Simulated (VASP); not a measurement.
Input of a VASP 6.6.1 run:

Contents of INCAR:

```
SYSTEM = Ru
PREC = Accurate
ENCUT = 520
EDIFF = 1E-6
ISMEAR = 0
SIGMA = 0.1
LREAL = .FALSE.
LASPH = .TRUE.
NELM = 100
ALGO = Fast
ISIF = 2
LWAVE = .FALSE.
LCHARG = .FALSE.
LDIPOL = .TRUE.
IDIPOL = 3
DIPOL = 0.5 0.5 0.500
GGA = PE
IBRION = 2
NSW = 100
EDIFFG = -0.01
```

KPOINTS

```
regular mesh
0
G
  4 4 1
  0 0 0
```

The input POSCAR:

```
Ru
1.0
    5.4120000000      0.0000000000      0.0000000000
    2.7060000000      4.6869294853      0.0000000000
    0.0000000000      0.0000000000     20.2820000000
Ru
12
Selective dynamics
Direct
    0.0000000000      0.0000000000      0.3944384183  F F F
    0.5000000000      0.0000000000      0.3944384183  F F F
    0.0000000000      0.5000000000      0.3944384183  F F F
    0.5000000000      0.5000000000      0.3944384183  F F F
   -0.1666666667      0.3333333333      0.5000000000  T T T
    0.3333333333      0.3333333333      0.5000000000  T T T
   -0.1666666667      0.8333333333      0.5000000000  T T T
    0.3333333333      0.8333333333      0.5000000000  T T T
    0.0000000000      0.0000000000      0.6055615817  T T T
    0.5000000000      0.0000000000      0.6055615817  T T T
    0.0000000000      0.5000000000      0.6055615817  T T T
    0.5000000000      0.5000000000      0.6055615817  T T T
```

Potentials or basis: VASP PAW PBE potentials, release 64 (Ru_pv).

Launch:

```console
$ cat potpaw_PBE.64/Ru_pv/POTCAR > POTCAR
$ mpirun -np 1 vasp_std > vasp.out
```

(1) What does it give for the band gap on the k mesh?

(2) Predict the energy gained by relaxing.

## Answers

(1) none (metal or under the smearing width).

(2) 20.5 meV/atom.
